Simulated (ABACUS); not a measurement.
# CoO (R3m) in ABACUS: a series of runs, part 2 of 2

ABACUS 3.10.1. The steps go on from the part before.

**4. Single point, PBE, collinear spin, ferromagnetic start**

Contents of INPUT:

```
INPUT_PARAMETERS
suffix              CoO
calculation         scf
basis_type          lcao
pseudo_dir          ./
orbital_dir         ./
symmetry            1
dft_functional      pbe
ecutwfc             100
pseudo_rcut         10
nspin               2
nbands              17
ks_solver           genelpa
smearing_method     fd
smearing_sigma      0.00367493
scf_thr             1e-07
scf_nmax            100
mixing_type         broyden
mixing_beta         0.4
cal_force           1
cal_stress          1
out_mul             1
```

Contents of STRU:

```
ATOMIC_SPECIES
Co 58.9332 Co.upf
O 15.9990 O.upf

NUMERICAL_ORBITAL
Co_confined-atom_7au_4s3p3d1f.orb
O_confined-atom_6au_3s3p2d1f.orb

LATTICE_CONSTANT
1.8897261246

LATTICE_VECTORS
1.6022198417 0.9250420569 2.5664708903
-1.6022198417 0.9250420569 2.5664708903
0.0000000000 -1.8500841138 2.5664708903

ATOMIC_POSITIONS
Direct

Co
0.0
1
0.9989783200 0.9989783200 0.9989783200 1 1 1 mag 2

O
0.0
1
0.7510210300 0.7510210300 0.7510210300 1 1 1 mag 0
```

Contents of KPT:

```
K_POINTS
0
Gamma
10 10 10 0 0 0
```

Potentials or basis: PseudoDojo NC SR 0.4.1 PBE standard, TZDP LCAO (the cutoffs set its grid).

On the command line:

```bash
$ OMP_NUM_THREADS=1 mpirun -np 4 abacus > log
```

running log:

```text
ABACUS v3.10.1

               Atomic-orbital Based Ab-initio Computation at UStc

 ------------------------------------------------------------------------------------

 READING GENERAL INFORMATION
                           global_out_dir = OUT.CoO/
                           global_in_card = INPUT
                               pseudo_dir = ./
                              orbital_dir = ./
                                    DSIZE = 4
                                    GSIZE = 1

 READING UNITCELL INFORMATION
                                    ntype = 2
                  lattice constant (Bohr) = 1.88973
              lattice constant (Angstrom) = 1

 READING ATOM TYPE 1
                               atom label = Co
                      L=0, number of zeta = 4
                      L=1, number of zeta = 3
                      L=2, number of zeta = 3
                      L=3, number of zeta = 1
             number of atom for this type = 1
               magnetization of element 1 = 2

 READING ATOM TYPE 2
                               atom label = O
                      L=0, number of zeta = 3
                      L=1, number of zeta = 3
                      L=2, number of zeta = 2
[... 544 lines left out ...]
 E_exx          0.0000000000         0.0000000000
 E_Fermi        0.8315327972         11.3135841164
----------------------------------------------------------

 charge density convergence is achieved
 final etot is -4613.4491255 eV
 EFERMI = 11.313584116 eV

 STATE ENERGY(eV) AND OCCUPATIONS    NSPIN == 2
SPIN UP :
 1/116 kpoint (Cartesian) = 0.0000 0.0000 0.0000 (652 pws)
       1       -85.1399     0.00100000
       2       -48.5239     0.00100000
       3       -48.4910     0.00100000
       4       -48.4910     0.00100000
       5       -8.73912     0.00100000
       6        5.01267     0.00100000
[... 9 lines left out ...]
      16        25.3090        0.00000
[... 82 lines left out ...]
       4       -48.4938     0.00300000
       5       -8.11880     0.00300000
       6        4.28358     0.00300000
[... 9 lines left out ...]
      16        24.8275        0.00000
      17        25.1774        0.00000

[... levels at 226 further k points ...]

-------------------------------------------------
 Total Magnetism (uB)
-------------------------------------------------
                        Co1         2.5440173597
                         O1         0.3340767411
-------------------------------------------------

 correction force for each atom along direction 1 is -0.0576939
 correction force for each atom along direction 2 is -0.0825536
 correction force for each atom along direction 3 is 1.54726e-06
------------------------------------------------------------------------------------------
 TOTAL-FORCE (eV/Angstrom)
------------------------------------------------------------------------------------------
                       Co1         0.0000000000         0.0000000000         0.2805596264
                        O1         0.0000000000         0.0000000000        -0.2805596264
------------------------------------------------------------------------------------------

----------------------------------------------------------------
 TOTAL-STRESS (KBAR)
----------------------------------------------------------------
       -10.0240444217         0.0000000000         0.0000000000
         0.0000000000       -10.0240444219         0.0000000000
         0.0000000000         0.0000000000        46.6013424254
----------------------------------------------------------------
 TOTAL-PRESSURE: 8.851085 KBAR

 --------------------------------------------
 !FINAL_ETOT_IS -4613.4491254555041451 eV
 --------------------------------------------
```

mulliken.txt:

```text
 0
CALCULATE THE MULLIkEN ANALYSIS FOR EACH ATOM
 Total charge of spin 1:	12.94
 Total charge of spin 2:	10.06
 Total charge:	23
Decomposed Mulliken populations
[... 97 lines left out ...]
f3yx^2-y^3                             0              0.0002              0.0015              0.0016             -0.0013
SUM OVER M                                            0.0188              0.0168              0.0356              0.0020
SUM OVER M+Zeta                                       0.0188              0.0168              0.0356              0.0020

SUM OVER M+Zeta+L                                     3.3490              3.0150              6.3640              0.3341

Total Charge on atom:                  O              6.3640
Total Magnetism on atom:               O              0.3341
```

Wall time 36 s (4 MPI ranks of AMD EPYC 7B13 (Zen 3), shared host); peak memory 0.6 GiB.

What came out:

| Property | Result |
| --- | --- |
| Free energy | -4613.4491 eV |
| Pressure | 0.9 GPa |
| Largest force | 0.281 eV/Å |
| Band gap on the k mesh | none (metal or under the smearing width) |
| Net moment | 2.88 μB per cell |
| Absolute moment | 2.89 μB per cell |
| Site moments | Co +2.54; O +0.33 μB |
| Mulliken charges | Co +0.36; O -0.36 e |

Forces on the atoms (eV/Å):
```
Co   0.000  0.000  0.281
O    0.000  0.000 -0.281
```

Stress tensor (GPa, compression positive):
```
-1.00  0.00  0.00
 0.00 -1.00  0.00
 0.00  0.00  4.66
```

Levels at points of the mesh, in eV from the Fermi level:
Spin up:
| k point | band 9 | band 10 | band 11 | band 12 | band 13 | band 14 | band 15 | band 16 | band 17 |
| --- | --- | --- | --- | --- | --- | --- | --- | --- | --- |
| (0.00, 0.00, 0.00) | -2.38 | -2.38 | 0.13 | 0.15 | 0.15 | 0.32 | 14.00 | 14.00 | 14.58 |
| (0.50, 0.00, 0.00) | -2.63 | -2.32 | -2.31 | -0.63 | -0.59 | 5.73 | 6.89 | 13.51 | 13.86 |
| (0.50, 0.50, 0.00) | -3.29 | -2.08 | -1.96 | -1.81 | -1.66 | 5.17 | 9.91 | 11.12 | 14.14 |
| (0.50, 0.50, 0.50) | -2.70 | -2.34 | -2.34 | -0.75 | -0.75 | 5.70 | 7.21 | 13.42 | 13.42 |
Spin down:
```csv
k point,band 7,band 8,band 9,band 10,band 11,band 12,band 13,band 14
"(0.00, 0.00, 0.00)",-4.93,-4.93,-0.44,-0.44,0.63,2.59,2.59,2.67
"(0.50, 0.00, 0.00)",-4.76,-4.74,-0.23,-0.21,0.25,1.73,1.76,6.18
"(0.50, 0.50, 0.00)",-4.50,-4.46,-0.84,-0.06,0.09,0.89,0.96,6.15
"(0.50, 0.50, 0.50)",-4.69,-4.69,-0.19,-0.19,0.10,1.61,1.61,6.13
```

Caveat: the atomic orbitals were generated for these runs and aren't a published set; Mulliken charges move with the basis; the basis of atomic orbitals isn't converged, which shifts pressures, moduli and gaps; a cell with one magnetic atom can't hold antiferromagnetic order, which such compounds often take; semilocal functionals often make such compounds metallic where correlation or magnetic order opens a gap, which also shifts bond lengths.

**5. The runs side by side**

| potentials or basis | cell | gap on the mesh (eV) | pressure (GPa) | moment (μB) | largest force (eV/Å) |
| --- | --- | --- | --- | --- | --- |
| PseudoDojo NC SR 0.4.1 PBE standard, DZP LCAO (the cutoffs set its grid) | as given | none | 1.5 | 2.88 | 0.29 |
| PseudoDojo NC SR 0.4.1 PBE standard, DZP LCAO (the cutoffs set its grid) | atoms moved at random, drawn with an rms of 0.05 Å | none | 1.6 | 2.87 | 0.36 |
| PseudoDojo NC SR 0.4.1 PBE standard, TZDP LCAO (the cutoffs set its grid) | as given | none | 0.9 | 2.88 | 0.28 |

Alike in all rows: task single point; level PBE; spin collinear, ferromagnetic start; k mesh 10 × 10 × 10; cutoff (eV) 1361; smearing fermi-dirac 0.05 eV.

Caveats: the atomic orbitals were generated for these runs and aren't a published set; the basis of atomic orbitals isn't converged, which shifts pressures, moduli and gaps; a cell with one magnetic atom can't hold antiferromagnetic order, which such compounds often take; semilocal functionals often make such compounds metallic where correlation or magnetic order opens a gap, which also shifts bond lengths.

Total energies depend on the potentials used, so only differences within one code and one set of settings carry meaning.
